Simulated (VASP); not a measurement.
**InAs: relaxation of cell and atoms with PBE+D3**

InAs:

```
In As
1.0
     0.00000    3.01800    3.01800
     3.01800    0.00000    3.01800
     3.01800    3.01800    0.00000
In As
1 1
Direct
  0.00000 0.00000 0.00000
  0.75000 0.75000 0.75000
```

* Program: VASP 6.6.1
* Task: relaxation of cell and atoms
* Functional: PBE
* Dispersion: D3
* Potentials or basis: VASP PAW PBE potentials, release 64 (In_d, As)
* Cutoff: 600 eV
* k mesh: 8 × 8 × 8
* Occupations: fermi-dirac, width 0.05 eV
* Spin: no spin polarisation
* Further INCAR settings: ALGO = Normal; EDIFF = 1e-06; IBRION = 2; EDIFFG = -0.02; NSW = 40; ISIF = 3

- Relaxed volume: 28.92 Å³/atom
- Relaxed cell: a = 4.341 Å, b = 4.341 Å, c = 4.341 Å, α = 60.00°, β = 60.00°, γ = 60.00°
- Space group after relaxing (to 0.05 Å): F-43m (No. 216)
- Energy gained by relaxing: 12.8 meV/atom
- Ionic steps: 3
- Pressure after relaxing: 0.0 GPa
- Band gap on the k mesh: none (metal or under the smearing width)
- Dispersion energy per atom: -0.213 eV

The path:
| step | energy change (eV) | largest force (eV/Å) | pressure (GPa) | volume (Å³) |
| --- | --- | --- | --- | --- |
| 1 | 0.0000 | 0.0000 | 2.99 | 54.98 |
| 2 | -0.0208 | 0.0000 | -1.14 | 59.17 |
| 3 | -0.0255 | 0.0000 | 0.02 | 57.84 |

Final structure:
```
In As
1.0
     0.00000    3.06953    3.06953
     3.06953    0.00000    3.06953
     3.06953    3.06953    0.00000
In As
1 1
Direct
  0.00000 0.00000 0.00000
  0.75000 0.75000 0.75000
```

Levels at points of the mesh, in eV from the Fermi level:
```tsv
k point	band 7	band 8	band 9	band 10	band 11	band 12
(0.00, 0.00, 0.00)	-0.48	-0.05	-0.05	-0.05	3.83	3.83
(0.50, 0.00, 0.00)	-5.59	-0.97	-0.97	0.81	4.60	4.60
(0.50, 0.50, 0.00)	-5.70	-2.23	-2.23	1.57	2.00	8.85
```

Wall time 50 s on 1 thread of AMD EPYC 9R14 (Zen 4), on a shared host, peak memory 0.2 GiB.

Caveat: pairwise dispersion overbinds metals, which lowers pressure and volume; this crystal is a semiconductor, whose small gap the functional closes, so the metal is an error of the method. Zero-point motion and thermal expansion aren't in these numbers.
